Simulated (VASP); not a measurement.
Set up this calculation in VASP 6.6.1, as an ASE script.

* Task: relaxation of cell and atoms
* Functional: rev-vdW-DF2
* Potentials or basis: VASP PAW PBE potentials, release 64 (Na_pv)
* Cutoff: 600 eV
* k mesh: 9 × 9 × 9
* Occupations: fermi-dirac, width 0.05 eV
* Spin: no spin polarisation
* Optimiser: vasp
* Further INCAR settings: ALGO = Normal; EDIFF = 1.00e-06; IBRION = 2; EDIFFG = -1.00e-02; NSW = 60; ISIF = 3

The structure of Na lies in Na.cif:

```cif
data_Na
_cell_length_a 4.28200000
_cell_length_b 4.28200000
_cell_length_c 4.28200000
_cell_angle_alpha 90.00000000
_cell_angle_beta 90.00000000
_cell_angle_gamma 90.00000000
_space_group_name_H-M_alt 'Im-3m'
_space_group_name_Hall '-I 4 2 3'
_space_group_IT_number 229
loop_
_space_group_symop_operation_xyz
'x,y,z'
'-x,-y,-z'
'-y,x,z'
'y,-x,-z'
'-x,-y,z'
'x,y,-z'
'y,-x,z'
'-y,x,-z'
'x,-y,-z'
'-x,y,z'
'-y,-x,-z'
'y,x,z'
'-x,y,-z'
'x,-y,z'
'y,x,-z'
'-y,-x,z'
'z,x,y'
'-z,-x,-y'
'z,-y,x'
'-z,y,-x'
'z,-x,-y'
'-z,x,y'
'z,y,-x'
'-z,-y,x'
'-z,x,-y'
'z,-x,y'
'-z,-y,-x'
'z,y,x'
'-z,-x,y'
'z,x,-y'
'-z,y,x'
'z,-y,-x'
'y,z,x'
'-y,-z,-x'
'x,z,-y'
'-x,-z,y'
'-y,z,-x'
'y,-z,x'
'-x,z,y'
'x,-z,-y'
'-y,-z,x'
'y,z,-x'
'-x,-z,-y'
'x,z,y'
'y,-z,-x'
'-y,z,x'
'x,-z,y'
'-x,z,-y'
'x+1/2,y+1/2,z+1/2'
'-x+1/2,-y+1/2,-z+1/2'
'-y+1/2,x+1/2,z+1/2'
'y+1/2,-x+1/2,-z+1/2'
'-x+1/2,-y+1/2,z+1/2'
'x+1/2,y+1/2,-z+1/2'
'y+1/2,-x+1/2,z+1/2'
'-y+1/2,x+1/2,-z+1/2'
'x+1/2,-y+1/2,-z+1/2'
'-x+1/2,y+1/2,z+1/2'
'-y+1/2,-x+1/2,-z+1/2'
'y+1/2,x+1/2,z+1/2'
'-x+1/2,y+1/2,-z+1/2'
'x+1/2,-y+1/2,z+1/2'
'y+1/2,x+1/2,-z+1/2'
'-y+1/2,-x+1/2,z+1/2'
'z+1/2,x+1/2,y+1/2'
'-z+1/2,-x+1/2,-y+1/2'
'z+1/2,-y+1/2,x+1/2'
'-z+1/2,y+1/2,-x+1/2'
'z+1/2,-x+1/2,-y+1/2'
'-z+1/2,x+1/2,y+1/2'
'z+1/2,y+1/2,-x+1/2'
'-z+1/2,-y+1/2,x+1/2'
'-z+1/2,x+1/2,-y+1/2'
'z+1/2,-x+1/2,y+1/2'
'-z+1/2,-y+1/2,-x+1/2'
'z+1/2,y+1/2,x+1/2'
'-z+1/2,-x+1/2,y+1/2'
'z+1/2,x+1/2,-y+1/2'
'-z+1/2,y+1/2,x+1/2'
'z+1/2,-y+1/2,-x+1/2'
'y+1/2,z+1/2,x+1/2'
'-y+1/2,-z+1/2,-x+1/2'
'x+1/2,z+1/2,-y+1/2'
'-x+1/2,-z+1/2,y+1/2'
'-y+1/2,z+1/2,-x+1/2'
'y+1/2,-z+1/2,x+1/2'
'-x+1/2,z+1/2,y+1/2'
'x+1/2,-z+1/2,-y+1/2'
'-y+1/2,-z+1/2,x+1/2'
'y+1/2,z+1/2,-x+1/2'
'-x+1/2,-z+1/2,-y+1/2'
'x+1/2,z+1/2,y+1/2'
'y+1/2,-z+1/2,-x+1/2'
'-y+1/2,z+1/2,x+1/2'
'x+1/2,-z+1/2,y+1/2'
'-x+1/2,z+1/2,-y+1/2'
loop_
_atom_site_label
_atom_site_type_symbol
_atom_site_symmetry_multiplicity
_atom_site_Wyckoff_symbol
_atom_site_fract_x
_atom_site_fract_y
_atom_site_fract_z
_atom_site_occupancy
Na1 Na 2 a 0.0000000000 0.0000000000 0.0000000000 1
```

These files were run (other wordings do the same):

run.py

```python
from ase.calculators.vasp import Vasp
from ase.io import read

atoms = read('Na.cif', primitive_cell=True, subtrans_included=False)
calc = Vasp(
    directory='calc',
    xc='rev-vdw-df2',
    pp='PBE',
    setups='recommended',
    prec='Accurate',
    encut=600,
    ediff=1e-06,
    ismear=-1,
    sigma=0.05,
    lreal=False,
    lasph=True,
    nelm=60,
    algo='Normal',
    isif=3,
    lwave=False,
    lcharg=False,
    ibrion=2,
    nsw=60,
    ediffg=-0.01,
    kpts=[9, 9, 9],
    gamma=True,
)
atoms.calc = calc

print('energy (eV):', atoms.get_potential_energy())
print('free energy (eV):', atoms.get_potential_energy(force_consistent=True))
print('forces (eV/A):')
print(atoms.get_forces())
print('stress (eV/A^3, Voigt):', atoms.get_stress())
print('Fermi level (eV):', calc.get_fermi_level())
print('cell (A, degrees):', atoms.cell.cellpar())
print('volume (A^3):', atoms.get_volume())
print('scaled positions:')
print(atoms.get_scaled_positions())
```

Potentials or basis: VASP PAW PBE potentials, release 64 (Na_pv).

The run is started by

```bash
$ python run.py
```

Results of the run:

| Item | Value |
| --- | --- |
| Relaxed volume | 36.11 Å³/atom |
| Relaxed cell | a = 3.607 Å, b = 3.607 Å, c = 3.607 Å, α = 109.47°, β = 109.47°, γ = 109.47° |
| Space group after relaxing (to 0.05 Å) | Im-3m (No. 229) |
| Energy gained by relaxing | 5.6 meV/atom |
| Ionic steps | 5 |
| Pressure after relaxing | 0.0 GPa |
| Band gap on the k mesh | none (metal or under the smearing width) |

Caveat: the PAW data sets were made with another functional, which shifts forces and pressure a little.

It took 2.2 min on 1 thread of AMD EPYC 7R43 64-Core Processor (Zen 3), with other jobs on the host, peak memory 0.31 GiB.
